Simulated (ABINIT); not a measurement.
# How the form of the self-energy moves the gap of NaF (Villiaumite), part 2 of 2

Aim: compare treatments of exchange, screening and correlation for the gap of NaF (Villiaumite).

ABINIT 10.8.3; PBE and many-body steps on it, plane waves. Known limits of the many-body steps: not at the basis limit.

So far. Step 6 (G0W0, von der Linden-Horsch plasmon pole): Against G0W0 in ABINIT (6×6×6 mesh, 216 bands, screening to 304.8 eV, Godby-Needs plasmon pole), the gap moves by +0.551 eV. Step 7 (G0W0, Engel-Farid plasmon pole): Against G0W0 in ABINIT (6×6×6 mesh, 216 bands, screening to 304.8 eV, Godby-Needs plasmon pole), the gap moves by +0.239 eV.

The database entry behind the starting cell differs from later determinations by our own check (0.1 to 0.3 % short, probably kX units), so it need not match the best structure at ambient conditions.

## 8. One-shot Hartree-Fock

This step: one-shot Hartree-Fock on PBE, plane waves, norm-conserving pseudopotentials.

Input file run.abi:

```
acell 3*1.0 Angstrom
rprim 
  0.000000000000 2.310000000000 2.310000000000
  2.310000000000 0.000000000000 2.310000000000
  2.310000000000 2.310000000000 0.000000000000
ntypat 2
znucl 11 9
natom 2
typat 1 2
xred 
  0.000000000000 0.000000000000 0.000000000000
  0.500000000000 0.500000000000 0.500000000000
pp_dirpath "pseudos"
pseudos "Na.upf, F.upf"
ecut 38
ngkpt 6 6 6
nshiftk 1
shiftk 0 0 0
kptopt 1
chksymbreak 0
istwfk *1
occopt 1
irdwfk 1
optdriver 4
nband 12
gwcalctyp 5
ecutsigx 38
symsigma 1
nkptgw 1
kptgw 
  0.0000000000 0.0000000000 0.0000000000
bdgw 
  6 12
ixc_sigma 40
fftgw 31
indata_prefix "in"
outdata_prefix "out"
tmpdata_prefix "tmp"
```

Run with:

```
OMP_NUM_THREADS=1 mpirun -n 4 abinit run.abi > log
```

Output:

```text
.Version 10.8.3 of ABINIT. v10.8.2 released Aug 2026.

 Symmetries : space group Fm -3 m (#225); Bravais cF (face-center cubic)
[... echo of the input left out ...]
== DATASET  1 ==================================================================
-   mpi_nproc: 4, omp_nthreads: 1 (-1 if OMP is not activated)

--- !DatasetInfo
iteration_state: {dtset: 1, }
dimensions: {natom: 2, nkpt: 16, mband: 12, nsppol: 1, nspinor: 1, nspden: 1, mpw: 1874, }
cutoff_energies: {ecut:  38.0, pawecutdg:  -1.0, }
[...]
10  17.827  -7.169  -2.170   0.000   1.000   0.000  -2.170   4.999  22.826
       11  17.827  -7.169  -2.170   0.000   1.000   0.000  -2.170   4.999  22.826
       12  17.827  -7.169  -2.170   0.000   1.000   0.000  -2.170   4.999  22.826

== END DATASET(S) ==============================================================
================================================================================

 -outvars: echo values of variables after computation  --------
           etotal      0.0000000000E+00
            nband          12
             nkpt          16
          spgroup         225
 [... the other variables as echoed above ...]

 Calculation completed.
```

Run time: 3.9 s. Hardware: 4 MPI ranks of AMD EPYC 7R43, shared host; peak memory 0.25 GiB; 14 s of CPU time.

This step gave:

```yaml
quasiparticle_gap_on_the_points_computed: 18.26 eV
starting_gap_on_the_mesh: 6.390 eV
k_of_the_valence_top: 0, 0, 0
k_of_the_conduction_bottom: 0, 0, 0
least_direct_quasiparticle_gap_on_the_computed_points: 18.26 eV
```

Against G0W0 in ABINIT (6×6×6 mesh, 216 bands, screening to 304.8 eV, Godby-Needs plasmon pole), the gap moves by +7.598 eV.

## 9. Screening, 6×6×6 mesh, 216 bands, screening to 304.8 eV

This step: RPA screening on PBE, plane waves, norm-conserving pseudopotentials.

run.abi: that of step 8 with these lines changed.

```diff
@@ -23,14 +23,14 @@
 irdwfk 1
-optdriver 4
-nband 12
-gwcalctyp 5
-ecutsigx 38
-symsigma 1
-nkptgw 1
-kptgw 
-  0.0000000000 0.0000000000 0.0000000000
-bdgw 
-  6 12
-ixc_sigma 40
-fftgw 31
+optdriver 3
+nband 216
+ecuteps 11.2
+inclvkb 2
+awtr 1
+symchi 1
+gwcalctyp 2
+nfreqre 16
+freqremax 40 eV
+nfreqim 8
+spmeth 1
+nomegasf 120
 indata_prefix "in"
```

Output:

```text
.Version 10.8.3 of ABINIT. v10.8.2 released Aug 2026.

 Symmetries : space group Fm -3 m (#225); Bravais cF (face-center cubic)
[... echo of the input left out ...]
== DATASET  1 ==================================================================
-   mpi_nproc: 4, omp_nthreads: 1 (-1 if OMP is not activated)

--- !DatasetInfo
iteration_state: {dtset: 1, }
dimensions: {natom: 2, nkpt: 16, mband: 216, nsppol: 1, nspinor: 1, nspden: 1, mpw: 1874, }
cutoff_energies: {ecut:  38.0, pawecutdg:  -1.0, }
electrons: {nelect:   1.60000000E+01, charge:   0.00000000E+00, occopt:   1.00000000E+00, tsmear:   1.00000000E-02, }

 SCREENING: Calculation of the susceptibility and dielectric matrices

 Based on a program developped by R.W. Godby, V. Olevano, G. Onida, and L. Reining.
 Incorporated in ABINIT by V. Olevano, G.-M. Rignanese, and M. Torrent.
.Using double precision arithmetic ; gwpc =  8

[... cell and pseudopotentials left out ...]
--------------------------------------------------------------------------------

 ==== K-mesh for the wavefunctions ====
 Number of points in the irreducible wedge :    16
[... list of points left out ...]
 Together with 48 symmetry operations and time-reversal symmetry
 yields   216 points in the full Brillouin Zone.

 ==== Q-mesh for the screening function ====
 Number of points in the irreducible wedge :    16
[... list of points left out ...]
 Together with 48 symmetry operations and time-reversal symmetry
 yields   216 points in the full Brillouin Zone.

 setmesh: FFT mesh size selected  =    27x   27x   27
          total number of points  =        19683

 vcoul_init : cutoff-mode = AUXILIARY_FUNCTION
 q-points for optical limit:   1
     1)      0.000010    0.000020    0.000030

- screening: taking advantage of time-reversal symmetry
- Maximum band index for partially occupied states nbvw = 8
- Remaining bands to be divided among processors   nbcw = 208
- Number of bands treated by each node ~52

 Number of electrons calculated from density =   16.0000; Expected =   16.0000
 average of density, n =  0.096174
 r_s =    1.3540
 omega_plasma =   29.9147 [eV]

 calculating chi0 at frequencies [eV] :
  1    0.000000E+00    0.000000E+00
  2    2.666667E+00    0.000000E+00
  3    5.333333E+00    0.000000E+00
[...]
23    0.000000E+00    7.618748E+01
 24    0.000000E+00    1.072728E+02

--------------------------------------------------------------------------------
  q-point number  1        q = ( 0.000000, 0.000000, 0.000000) [r.l.u.]
--------------------------------------------------------------------------------
[... chi0 elements left out ...]
  [... further frequencies ...]

 No. of calculated frequencies >  15, stop printing
 For q-point:  0.000010 0.000020 0.000030
  dielectric constant =   1.8082
  dielectric constant without local fields =   1.9120

  Average fulfillment of the sum rule on Im[epsilon] for q-point    1 :     86.16  [%]
[... wings left out ...]
  q-point number  2        q = ( 0.166667, 0.000000, 0.000000) [r.l.u.]
--------------------------------------------------------------------------------
[... chi0 elements left out ...]
  [... further frequencies ...]

 No. of calculated frequencies >  15, stop printing
  Average fulfillment of the sum rule on Im[epsilon] for q-point    2 :     96.34  [%]

 [... 14 further q-points ...]
```

It took 16 min on 4 MPI ranks; peak memory 2.2 GiB.

Numbers from this step:

- ε∞ with local fields, on this mesh, along the program's q direction: 1.808
- the same without local fields: 1.912
- plasma frequency: 29.91 eV
- plane waves in the screening matrix: 307

## 10. G0W0, contour deformation

This step: G0W0 on PBE, plane waves, norm-conserving pseudopotentials.

run.abi: that of step 9 with these lines changed.

```diff
@@ -23,14 +23,14 @@
 irdwfk 1
-optdriver 3
+optdriver 4
 nband 216
+gwcalctyp 2
+ecutsigx 38
+symsigma 1
+nkptgw 1
+kptgw 
+  0.0000000000 0.0000000000 0.0000000000
+bdgw 
+  6 12
 ecuteps 11.2
-inclvkb 2
-awtr 1
-symchi 1
-gwcalctyp 2
-nfreqre 16
-freqremax 40 eV
-nfreqim 8
-spmeth 1
-nomegasf 120
+irdscr 1
 indata_prefix "in"
```

Output:

```text
.Version 10.8.3 of ABINIT. v10.8.2 released Aug 2026.

 Symmetries : space group Fm -3 m (#225); Bravais cF (face-center cubic)
[... echo of the input left out ...]
== DATASET  1 ==================================================================
-   mpi_nproc: 4, omp_nthreads: 1 (-1 if OMP is not activated)

--- !DatasetInfo
iteration_state: {dtset: 1, }
dimensions: {natom: 2, nkpt: 16, mband: 216, nsppol: 1, nspinor: 1, nspden: 1, mpw: 1874, }
cutoff_energies: {ecut:  38.0, pawecutdg:  -1.0, }
[...]
7  -1.330 -22.508 -30.235   4.172   0.796  -0.256 -25.338  -2.830  -4.160
[...]
12  17.827  -7.169  -2.170  -3.292   0.874  -0.144  -5.677   1.492  19.319
       12   0.000   0.000   0.000  -0.029   0.000   0.000  -0.026  -0.026  -0.026

== END DATASET(S) ==============================================================
================================================================================

 -outvars: echo values of variables after computation  --------
           etotal      0.0000000000E+00
            nband         216
             nkpt          16
          spgroup         225
 [... the other variables as echoed above ...]

 Calculation completed.
```

Run time: 30 s. Hardware: 4 MPI ranks; peak memory 2.5 GiB.

Numbers from this step:

```yaml
g0w0_gap_on_the_points_computed: 10.55 eV
starting_gap_on_the_mesh: 6.390 eV
k_of_the_valence_top: 0, 0, 0
k_of_the_conduction_bottom: 0, 0, 0
least_direct_g0w0_gap_on_the_computed_points: 10.55 eV
```

Against G0W0 in ABINIT (6×6×6 mesh, 216 bands, screening to 304.8 eV, Godby-Needs plasmon pole), the gap moves by −0.107 eV.

## 11. Screening, 6×6×6 mesh, 216 bands, screening to 304.8 eV

This step: RPA screening on PBE, plane waves, norm-conserving pseudopotentials.

run.abi: that of step 10 with these lines changed.

```diff
@@ -23,14 +23,11 @@
 irdwfk 1
-optdriver 4
+optdriver 3
 nband 216
-gwcalctyp 2
-ecutsigx 38
-symsigma 1
-nkptgw 1
-kptgw 
-  0.0000000000 0.0000000000 0.0000000000
-bdgw 
-  6 12
 ecuteps 11.2
-irdscr 1
+inclvkb 2
+awtr 1
+symchi 1
+gwcalctyp 1
+nfreqre 0
+nfreqim 16
 indata_prefix "in"
```

Output:

```text
.Version 10.8.3 of ABINIT. v10.8.2 released Aug 2026.

 Symmetries : space group Fm -3 m (#225); Bravais cF (face-center cubic)
[... echo of the input left out ...]
== DATASET  1 ==================================================================
-   mpi_nproc: 4, omp_nthreads: 1 (-1 if OMP is not activated)

--- !DatasetInfo
iteration_state: {dtset: 1, }
dimensions: {natom: 2, nkpt: 16, mband: 216, nsppol: 1, nspinor: 1, nspden: 1, mpw: 1874, }
cutoff_energies: {ecut:  38.0, pawecutdg:  -1.0, }
[...]
No. of calculated frequencies >  15, stop printing
 For q-point:  0.000010 0.000020 0.000030
  dielectric constant =   1.7987
  dielectric constant without local fields =   1.9013

  Average fulfillment of the sum rule on Im[epsilon] for q-point    1 :     86.15  [%]
[... wings left out ...]
  q-point number  2        q = ( 0.166667, 0.000000, 0.000000) [r.l.u.]
--------------------------------------------------------------------------------
[... chi0 elements left out ...]
  [... further frequencies ...]

 No. of calculated frequencies >  15, stop printing
  Average fulfillment of the sum rule on Im[epsilon] for q-point    2 :     96.33  [%]

 [... 14 further q-points ...]
```

Run time: 31 min. Hardware: 4 MPI ranks; peak memory 1.9 GiB.

This step gave:

```
ε∞ with local fields, on this mesh, along the program's q direction : 1.799
the same without local fields                                       : 1.901
plasma frequency                                                    : 29.91 eV
plane waves in the screening matrix                                 : 307
```

## 12. G0W0, analytic continuation

This step: G0W0 on PBE, plane waves, norm-conserving pseudopotentials.

run.abi: that of step 11 with these lines changed.

```diff
@@ -23,11 +23,16 @@
 irdwfk 1
-optdriver 3
+optdriver 4
 nband 216
+gwcalctyp 1
+ecutsigx 38
+symsigma 1
+nkptgw 1
+kptgw 
+  0.0000000000 0.0000000000 0.0000000000
+bdgw 
+  6 12
 ecuteps 11.2
-inclvkb 2
-awtr 1
-symchi 1
-gwcalctyp 1
-nfreqre 0
-nfreqim 16
+irdscr 1
+nomegasi 12
+omegasimax 25 eV
 indata_prefix "in"
```

Output:

```text
.Version 10.8.3 of ABINIT. v10.8.2 released Aug 2026.

 Symmetries : space group Fm -3 m (#225); Bravais cF (face-center cubic)
[... echo of the input left out ...]
== DATASET  1 ==================================================================
-   mpi_nproc: 4, omp_nthreads: 1 (-1 if OMP is not activated)

--- !DatasetInfo
iteration_state: {dtset: 1, }
dimensions: {natom: 2, nkpt: 16, mband: 216, nsppol: 1, nspinor: 1, nspden: 1, mpw: 1874, }
cutoff_energies: {ecut:  38.0, pawecutdg:  -1.0, }
[...]
7  -3.195 -22.508 -30.235   4.016   0.793  -0.261 -25.338  -2.830  -6.024
[...]
12  15.961  -7.169  -2.170  -3.181   0.909  -0.100  -5.525   1.644  17.605
       12   0.000   0.000   0.000  -0.068  -0.010  -0.013  -0.082  -0.082  -0.082

== END DATASET(S) ==============================================================
================================================================================

 -outvars: echo values of variables after computation  --------
           etotal      0.0000000000E+00
            nband         216
             nkpt          16
          spgroup         225
 [... the other variables as echoed above ...]

 Calculation completed.
```

The job ended after 23 s (4 MPI ranks; peak memory 2.2 GiB).

Numbers from this step:

```
G0W0 gap on the points computed              : 10.53 eV
starting gap on the mesh                     : 6.390 eV
k of the valence top                         : 0, 0, 0
k of the conduction bottom                   : 0, 0, 0
least direct G0W0 gap on the computed points : 10.53 eV
```

Against G0W0 in ABINIT (6×6×6 mesh, 216 bands, screening to 304.8 eV, Godby-Needs plasmon pole), the gap moves by −0.131 eV.

## 13. The runs together

Times are wall times on 4 MPI ranks of AMD EPYC 7R43, shared host, good to a factor of about two. A run's time includes the screening step that it read.

| run | mesh | bands | screening cutoff (eV) | DFT gap (eV) | gap on the mesh (eV) | direct (eV) | ε∞ used | time |
| --- | --- | --- | --- | --- | --- | --- | --- | --- |
| G0W0, Godby-Needs plasmon pole | 6×6×6 | 216 | 304.8 | 6.390 | 10.660 | 10.660 | 1.80 | 5.9 min |
| G0W0, Hybertsen-Louie plasmon pole | 6×6×6 | 216 | 304.8 | 6.390 | 11.742 | 11.742 | 1.80 | 5.8 min |
| G0W0, von der Linden-Horsch plasmon pole | 6×6×6 | 216 | 304.8 | 6.390 | 11.211 | 11.211 | 1.80 | 5.5 min |
| G0W0, Engel-Farid plasmon pole | 6×6×6 | 216 | 304.8 | 6.390 | 10.899 | 10.899 | 1.80 | 5.5 min |
| one-shot Hartree-Fock | 6×6×6 | - | - | 6.390 | 18.258 | 18.258 | - | 3.9 s |
| G0W0, contour deformation | 6×6×6 | 216 | 304.8 | 6.390 | 10.553 | 10.553 | 1.81 | 16 min |
| G0W0, analytic continuation | 6×6×6 | 216 | 304.8 | 6.390 | 10.529 | 10.529 | 1.80 | 32 min |

## 14. Summary of results

```json
{
 "G0W0, Godby-Needs plasmon pole": "10.660 eV",
 "G0W0, Hybertsen-Louie plasmon pole": "11.742 eV",
 "G0W0, von der Linden-Horsch plasmon pole": "11.211 eV",
 "G0W0, Engel-Farid plasmon pole": "10.899 eV",
 "one-shot Hartree-Fock": "18.258 eV",
 "G0W0, contour deformation": "10.553 eV",
 "G0W0, analytic continuation": "10.529 eV",
 "known limits": "not at the basis limit"
}
```

In words: G0W0, Hybertsen-Louie plasmon pole: +1.082 eV against G0W0, Godby-Needs plasmon pole. G0W0, von der Linden-Horsch plasmon pole: +0.551 eV against G0W0, Godby-Needs plasmon pole. G0W0, Engel-Farid plasmon pole: +0.239 eV against G0W0, Godby-Needs plasmon pole. One-shot Hartree-Fock: +7.598 eV against G0W0, Godby-Needs plasmon pole. G0W0, contour deformation: −0.107 eV against G0W0, Godby-Needs plasmon pole. G0W0, analytic continuation: −0.131 eV against G0W0, Godby-Needs plasmon pole. Bare exchange alone opens the gap to 18.26 eV; against G0W0, correlation takes back 7.60 eV. Bands and cutoff are finite, so the gap is not at the basis limit. The miss can reach some tenths of an eV and take either sign; the mesh is an error of its own. In the G0W0 runs levels were corrected at 1 k point alone, so a gap called «on the mesh» is the least over those, and an edge elsewhere would be missed.

[Paths, hosts, dates, memory and timing lines, banners, echoed tables and standing remarks are left out of the program output.]

[Logs are printed without paths, hosts, clocks, repeated set-up lines and the standing remarks that a program may print on its own settings, such as how far it seeks lower states.]

[Runs of the session that timed out or met a known fault of the program may be left out.]

[Hosts, paths, dates, database ids (printed as entryN), source tags and the programs' standing remarks are cut or masked in the printed files.]

[G0W0 gaps are taken among the corrected bands and points alone; a level outside them can change the order at an edge.]

[Where Ansatz stands beside ABINIT at settings called matched, ABINIT's density can come from a denser mesh and the files from another edition; pairs whose starting gaps differed by over 0.03 eV were left out, so agreement reads better than it is.]
